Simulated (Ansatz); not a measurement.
Te2Mo (layers cut from the bulk crystal), computed twice by G0W0.

The cell holds 6 atoms: 4 Te and 2 Mo. Cell: a = 3.439 Å, b = 3.439 Å, c = 43.800 Å, α = 90.0°, β = 90.0°, γ = 120.0°. It derives from Te2Mo. Regions: layer 1, 3 atoms (2 Te and 1 Mo); layer 2, 3 atoms (2 Te and 1 Mo). Vacuum lies along c.

```xyz
6
Lattice="3.4390 0.0000 0.0000 -1.7195 2.9783 0.0000 0.0000 0.0000 43.8000" Properties=species:S:1:pos:R:3
Te    0.0000    1.9855   16.7498
Mo    1.7195    0.9928   18.5641
Te    0.0000    1.9855   20.3820
Te    1.7195    0.9928   23.4180
Mo    0.0000    1.9855   25.2359
Te    1.7195    0.9928   27.0502
```

The structure was relaxed with PBEsol-D3(BJ). The runs that relaxed it are not among those shown. Spin-orbit coupling is left out unless a run names it.

The first (Ansatz 0.2.0; start PBEsol, 6×6×1 mesh, 596 empty bands, screening to 70 eV, PAW set soft_1 files; 1 × NVIDIA H100 80GB HBM3 (shared by 6 runs) with 2 threads of AMD EPYC 7R13 (Zen 3), shared host) gave, on its mesh: starting gap 0.75 eV, G0W0 gap 1.10 eV, mean of 1 + 4πα/V (set by the cell height) 5.10, 47 s.

The second changes empty bands from 596 to 238 and screening cutoff (eV) from 70.0 to 38. What does it give?

It gave: starting gap 0.75 eV, G0W0 gap 1.03 eV, mean of 1 + 4πα/V (set by the cell height) 5.16, 21 s. The G0W0 gap moves by −0.07 eV, +0.00 eV from the start and −0.07 eV from the correction. Σc changes by +0.38 eV at the valence top and +0.31 eV at the conduction bottom, and Σx − Vxc between them by +0.00 eV.

Limits: not at the basis limit; coarse mesh for a sheet; no spin-orbit coupling.

[Paths, hosts, dates, memory and timing lines, banners, echoed tables and standing remarks are left out of the program output.]

[Logs are printed without paths, hosts, clocks, repeated set-up lines and the standing remarks that a program may print on its own settings, such as how far it seeks lower states.]

[Runs of the session that timed out or met a known fault of the program may be left out.]

[Cells called generated may have been cut or substituted from an entry of the Crystallography Open Database or the Materials Project.]

[Hosts, paths, dates, database ids (printed as entryN), source tags and the programs' standing remarks are cut or masked in the printed files.]
